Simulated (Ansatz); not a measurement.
# N started on a Si site next to Si started in the widest void in diamond Si, 65 atoms, charge +1

All numbers come from Ansatz (PAW, plane waves, no spin–orbit coupling) at the single k point (¼, ¼, ¼) without its symmetry partners. The atoms were relaxed with PBEsol in a fixed cell; other functionals are single points on those atoms unless said otherwise. The valence top and gap of the host come from its small cell on a dense mesh, with the band extrema sought between the mesh points, lined up by the mean potential, PBEsol gap 0.46 eV, HSE06 gap 1.13 eV, r²SCAN gap 0.76 eV. The charge correction uses an assumed dielectric constant of 11.7.

Cell: a = 10.866 Å, b = 10.866 Å, c = 10.866 Å, α = 90.00°, β = 90.00°, γ = 90.00°.

Nearest atoms after relaxation, from the placed atom (for vacancies from the middle of the vacant sites): Si at 1.90 Å, Si at 1.94 Å, Si at 1.97 Å, Si at 1.97 Å, Si at 3.36 Å, Si at 3.40 Å, Si at 3.44 Å, Si at 3.44 Å.

Chemical potentials μ are those of reference phases of the elements at zero temperature by the same functional (the usual solids, diamond for C, grey Sn, and the molecules H2, N2, O2, F2, Cl2, Br2 and S8).

| functional | E(defect) − E(host) − Σ nμ + q·E_VBM (eV) | monopole (eV) | alignment (eV) | formation energy at E_F = VBM (eV) | moment (μB) | wall time, shared host |
| --- | --- | --- | --- | --- | --- | --- |
| PBEsol | 2.36 | 0.16 | 0.08 | 2.60 | 0 (no spin) | 64 s on NVIDIA H100 (relaxation) |
| HSE06 | 3.05 | 0.16 | 0.09 | 3.30 | 0 (no spin) | 54 s on NVIDIA H100 |
| r²SCAN | 3.13 | 0.16 | 0.08 | 3.37 | 0 (no spin) | 14 s on NVIDIA H100 |

(1) How does the monopole term follow by hand for this cubic cell?

HSE06 one-electron levels near the gap (the ten most localised at most), from the host's valence top, not corrected for the charge's images:

```csv
level (eV),spin,filling,atoms sharing it,element of the atom with most weight
-0.13,both,2.00,24.4,spread
0.95,both,0.00,15.6,Si
1.20,both,0.00,26.6,spread
```

r²SCAN one-electron levels near the gap (the ten most localised at most), from the host's valence top, not corrected for the charge's images:

| level (eV) | spin | filling | atoms sharing it | element of the atom with most weight |
| --- | --- | --- | --- | --- |
| -0.16 | both | 2.00 | 29.4 | spread |
| 0.57 | both | 0.00 | 15.6 | Si |
| 0.79 | both | 0.00 | 25.5 | spread |

One k point and a cell of this size can leave errors of several tenths of an eV in such numbers.

Answers

(1) q²·α·e²/(4πε₀)/(2εL) with the Madelung constant α = 2.837 and e²/4πε₀ = 14.40 eV·Å: 1 × 2.837 × 14.40 / (2 × 11.7 × 10.866) = 0.16 eV.
